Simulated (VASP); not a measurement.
# VASP 6.6.1 run: HgSe

INCAR

```
ISIF = 2
NBANDS = 16
ENCUT = 520
PREC = Accurate
EDIFF = 1E-7
ISYM = -1
ISMEAR = -1
LREAL = .FALSE.
SIGMA = 0.02
NSW = 0
NELM = 59
LCHARG = .FALSE.
LWAVE = .FALSE.
IBRION = -1
GGA = PE
LASPH = .TRUE.
```

KPOINTS

```
KPOINTS created by Atomic Simulation Environment
0
Gamma
4 4 4
0 0 0
```

POSCAR

```
Hg Se
 1.0000000000000000
     0.0000000000000000    3.0308117952000000    3.0308117952000000
     3.0308117952000000    0.0000000000000000    3.0308117952000000
     3.0308117952000000    3.0308117952000000    0.0000000000000000
 Hg  Se
   1   1
Cartesian
  0.0000000000000000  0.0000000000000000  0.0000000000000000
  1.5154058976000000  1.5154058976000000  1.5154058976000000
```

The recommended PBE PAW datasets give the neutral cell 18 valence electrons.

Command

```
mpirun -np 1 vasp_std
```

Predict the outcome of this run.

It converged. Results: gap between bands v and c on the k mesh 0.00 eV; least direct gap on the k mesh 0.00 eV; pressure 6.0 GPa. Band v is the last that the valence electrons fill when counted band by band, and c is the next.

OSZICAR

```
N       E                     dE             d eps       ncg     rms          rms(c)
DAV:   1     0.110964186757E+03    0.11096E+03   -0.84831E+03  2072   0.100E+03
DAV:   2    -0.295802395706E+00   -0.11126E+03   -0.10389E+03  2440   0.239E+02
DAV:   3    -0.423230163829E+01   -0.39365E+01   -0.39280E+01  2424   0.462E+01
DAV:   4    -0.424823061353E+01   -0.15929E-01   -0.15928E-01  2576   0.300E+00
DAV:   5    -0.424831600722E+01   -0.85394E-04   -0.85393E-04  2464   0.195E-01    0.829E+00
DAV:   6    -0.393892083665E+01    0.30940E+00   -0.51327E-01  3160   0.999E+00    0.642E+00
DAV:   7    -0.392605891796E+01    0.12862E-01   -0.13664E-01  2160   0.258E+00    0.276E+00
DAV:   8    -0.392535851294E+01    0.70041E-03   -0.17340E-02  2648   0.160E+00    0.218E-01
DAV:   9    -0.392520279540E+01    0.15572E-03   -0.17669E-03  2440   0.593E-01    0.841E-02
DAV:  10    -0.392521476986E+01   -0.11974E-04   -0.16028E-04  2384   0.157E-01    0.318E-02
DAV:  11    -0.392523474290E+01   -0.19973E-04   -0.63612E-05  2520   0.798E-02    0.211E-02
DAV:  12    -0.392523234954E+01    0.23934E-05   -0.99909E-06  2520   0.439E-02    0.718E-03
DAV:  13    -0.392523243309E+01   -0.83552E-07   -0.18833E-06  2288   0.104E-02    0.173E-03
DAV:  14    -0.392523245161E+01   -0.18514E-07   -0.21192E-07  2640   0.354E-03
   1 F= -.39252325E+01 E0= -.39246357E+01  d E =-.119346E-02
```

These settings aren't sound, so the numbers aren't properties of the crystal.

On sound settings PBE gives a gap of 0.00 eV on its mesh and a pressure of 5.6 GPa for the intended cell.
